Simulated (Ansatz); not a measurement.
A strain series on WSe₂ (2H-MoS2 type): isotropic on every length

WSe₂ (2H-MoS2 type), relaxed with r2SCAN+rVV10 in the plane-wave code Ansatz, then strained (isotropic on every length; changes of length per length, axes as in the cell below) with the atoms relaxed again within the symmetry that is left. It is hexagonal, P6_3/mmc (No. 194); a = 3.300 Å, c = 13.149 Å in the conventional setting, 20.66 Å³ an atom. W is surrounded by 6 Se at 2.53 Å; Se is surrounded by 3 W at 2.53 Å. No magnetic order and no zero-point or thermal motion.

```
W Se
1.0
     3.29967    0.00000    0.00000
    -1.64983    2.85760    0.00000
     0.00000    0.00000   13.14870
W Se
2 4
Direct
  0.33333 0.66667 0.25000
  0.66667 0.33333 0.75000
  0.66667 0.33333 0.37666
  0.66667 0.33333 0.12334
  0.33333 0.66667 0.87666
  0.33333 0.66667 0.62334
```

Gaps are the least over each mesh (PBE 12×12×2, r2SCAN 12×12×2, r2SCAN+SOC 12×12×2, HSE06 6×6×2 when unstrained) and the special points, which keep their unstrained names.

| strain (%) | gap, PBE (eV) | gap, r2SCAN (eV) | gap, r2SCAN+SOC (eV) | gap, HSE06 (eV) | edges, HSE06 |
| --- | --- | --- | --- | --- | --- |
| -4.0 | 0.799 | 0.930 | 0.844 | 1.239 | Γ → Γ–K (0.55) |
| -3.0 | 0.865 | 0.995 | 0.913 | 1.318 | Γ → Γ–K (0.55) |
| -2.0 | 0.924 | 1.052 | 0.972 | 1.387 | Γ → Γ–K (0.55) |
| -1.0 | 0.976 | 1.101 | 1.023 | 1.447 | Γ → Γ–K (0.54) |
| 0.0 | 1.022 | 1.143 | 1.066 | 1.500 | Γ → Γ–K (0.54) |
| +1.0 | 1.061 | 1.179 | 1.100 | 1.544 | Γ → Γ–K (0.54) |
| +2.0 | 0.985 | 1.061 | 0.981 | 1.403 | Γ → K |
| +3.0 | 0.840 | 0.911 | 0.840 | 1.242 | Γ → K |
| +4.0 | 0.702 | 0.768 | 0.705 | 1.089 | Γ → K |

Between zero and the nearest strains the slope of the HSE06 gap against strain is +0.053 eV per percent for negative and +0.044 for positive strain.

Only the levels marked +SOC include spin-orbit coupling.

Where an edge lies off the special points, it is a point of the mesh or the k point where a search put PBE's edge or least direct gap, reused for the other functionals, whose own edges may lie a little apart.

The meshes of the hybrids are coarse, so their gaps aren't converged to the digits shown.
